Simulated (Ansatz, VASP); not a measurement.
**Cu: VASP beside Ansatz**

Contents of INCAR:

```
ALGO = Fast
EDIFF = 1E-6
ENCUT = 520
GGA = PE
ISIF = 2
ISMEAR = 0
LASPH = T
LCHARG = F
LREAL = F
LWAVE = F
NBANDS = 12
NELM = 100
PREC = Accurate
SIGMA = 0.15
```

KPOINTS

```
k-points
0
Gamma
  22 22 22
```

The input POSCAR:

```
Cu
1.0
   -1.4241500000      1.4241500000      1.3589500000
    1.4241500000     -1.4241500000      1.3589500000
    1.4241500000      1.4241500000     -1.3589500000
Cu
1
Direct
    0.0000000000      0.0000000000      0.0000000000
```

Input for Ansatz:

```yaml
crystal:
  lattice:
    - [-1.42415, 1.42415, 1.35895]
    - [1.42415, -1.42415, 1.35895]
    - [1.42415, 1.42415, -1.35895]
  atoms:
    - { symbol: Cu, position: [0.0, 0.0, 0.0] }
basis:
  ecutwfc: 520.0
kpoints:
  mp_grid: { grid: [22, 22, 22] }
hamiltonian:
  xc: pbe
  pseudopotentials: { kind: paw, azcp: { folder: soft_1 } }
scf:
  occupations: { method: gaussian, width: 0.15 }
output:
  forces: true
  stress: true
  eigenvalues: true
```

Alike in both runs: task single point; functional PBE; k mesh 22 × 22 × 22; occupations gaussian, width 0.15 eV; no spin polarisation.

```csv
,VASP,Ansatz
version,VASP 6.6.1,Ansatz 0.2.0
potentials or method,"VASP PAW PBE potentials, release 64 (Cu)","scalar-relativistic, plane waves, PAW"
plane-wave cutoff (eV),520,520
valence electrons in the cell,11,19
```

|  | VASP | Ansatz | Ansatz less VASP |
| --- | --- | --- | --- |
| gap on the k mesh at the Fermi level (eV) | none | none | - |
| pressure (GPa) | 15.7 | 14.5 | -1.21 |
| largest component of the traceless stress (GPa) | 0.05 | 0.03 | -0.023 |

A gap of «none» marks a metal or a gap that the smearing closes. The two sets of potentials don't hold the same shells in valence.

Caveats: so large a pressure means that the cell lies far from this level's equilibrium, or that cutoff or potentials fall short (VASP).
